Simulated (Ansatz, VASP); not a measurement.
AlN: VASP beside Ansatz

The input INCAR:

```
PREC = Accurate
ENCUT = 520
EDIFF = 1E-6
ISMEAR = 0
SIGMA = 0.02
LREAL = False
LASPH = True
NELM = 100
ALGO = Fast
ISIF = 2
LWAVE = False
LCHARG = False
GGA = PS
NBANDS = 11
```

Contents of KPOINTS:

```
Automatic mesh
0
Gamma
  10 10 10
```

File POSCAR:

```
AlN
1.0
    0.0000000000      2.0345180000      2.0345180000
    2.0345180000      0.0000000000      2.0345180000
    2.0345180000      2.0345180000      0.0000000000
Al N
1 1
Direct
    0.5110591305      0.4889408695      0.5110591305
    0.0000000000      0.0000000000      0.0000000000
```

Input for Ansatz:

```yaml
crystal:
  lattice:
    - [0.0, 2.034518, 2.034518]
    - [2.034518, 0.0, 2.034518]
    - [2.034518, 2.034518, 0.0]
  atoms:
    - { symbol: Al, position: [0.5110591305, 0.4889408695, 0.5110591305] }
    - { symbol: "N", position: [0.0, 0.0, 0.0] }
basis:
  ecutwfc: 420
kpoints:
  mp_grid: { grid: [10, 10, 10] }
hamiltonian:
  xc: pbesol
scf:
  occupations: { method: gaussian, width: 0.02 }
output:
  forces: true
  stress: true
  eigenvalues: true
```

Change from the starting cell: one atom moved.

Alike in both runs: task single point; functional PBEsol; k mesh 10 × 10 × 10; occupations gaussian, width 0.02 eV; no spin polarisation.

|  | VASP | Ansatz |
| --- | --- | --- |
| version | VASP 6.6.1 | Ansatz 0.2.0 |
| potentials or method | VASP PAW PBE potentials, release 64 (Al, N) | scalar-relativistic, plane waves, PAW |
| plane-wave cutoff (eV) | 520 | 420 |
| valence electrons in the cell | 8 | 8 |

VASP gave:

| Property | Result |
| --- | --- |
| gap on the k mesh at the Fermi level (eV) | 4.37 |
| least direct gap on the mesh (eV) | 5.39 |
| pressure (GPa) | -4.3 |
| largest component of the traceless stress (GPa) | 0.77 |
| rms of the force components (eV/Å) | 0.176 |

Problem. Which values does Ansatz return?

Solution. gap on the k mesh at the Fermi level (eV): 4.37; least direct gap on the mesh (eV): 5.38; pressure (GPa): -4.2; largest component of the traceless stress (GPa): 0.76; rms of the force components (eV/Å): 0.175.

Atom by atom the forces differ by 0.002 eV/Å (rms over components).

Caveats: the PAW data sets were made with another functional, which shifts forces and pressure a little (VASP). A k mesh can miss the band edges.
